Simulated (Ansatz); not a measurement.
Starting cell, Li2O (anti-fluorite):

```
Li2O
1.0
    0.00000     4.62614     4.62614
    2.31307     2.31307     4.62614
    2.31307     2.31307     0.00000
O Li
2 4
Direct
  0.00000   0.00000   0.00000
  0.50000   0.00000   0.00000
  0.00000   0.25000   0.25000
  0.50000   0.25000   0.25000
  0.00000   0.75000   0.75000
  0.50000   0.75000   0.75000
```

A phonon eigenvector at X = (0.5, 0.5, 0.0) is frozen into this cell: atom i moves by Q times the vector below, so Q is the largest atomic displacement, in Å. The cell is held. (q is in reciprocal vectors of the primitive cell; the cell shown is doubled to hold the pattern.)

| atom | x | y | z |
|---|---|---|---|
| Li3 | 0.000 | 0.000 | 1.000 |
| Li4 | 0.000 | 0.000 | -1.000 |
| Li5 | 0.000 | 0.000 | 1.000 |
| Li6 | 0.000 | 0.000 | -1.000 |

Atoms not listed stay in place.

Level of theory: PBE (plane waves to 420 eV, PAW, scalar-relativistic; Ansatz, a program for electronic structure). k mesh 12×12×12 (Γ-centred), Fermi-Dirac smearing 0.05 eV. Li2O was relaxed with its symmetry unable to fall. 

| Q (Å) | −dE/dQ from forces (eV/Å) |
|---|---|
| -0.280 | 1.693 |
| -0.233 | 1.329 |
| -0.187 | 1.003 |
| -0.140 | 0.714 |
| -0.093 | 0.457 |
| -0.047 | 0.222 |
| 0.000 | 0.000 |
| 0.047 | -0.222 |
| 0.093 | -0.457 |
| 0.140 | -0.714 |
| 0.187 | -1.003 |
| 0.233 | -1.329 |
| 0.280 | -1.693 |

Problem. What harmonic wavenumber does the curvature at Q = 0 give?

Solution. 215 cm⁻¹. E″ = 4.72 eV/Å², M = Σ mᵢ|uᵢ|² = 27.8 u, ν̃ = 521.5·√(|E″|/M).

(For displaced atoms, the force is minus the slope of the energy, and its curvature is a force constant, which sets phonon frequencies.)
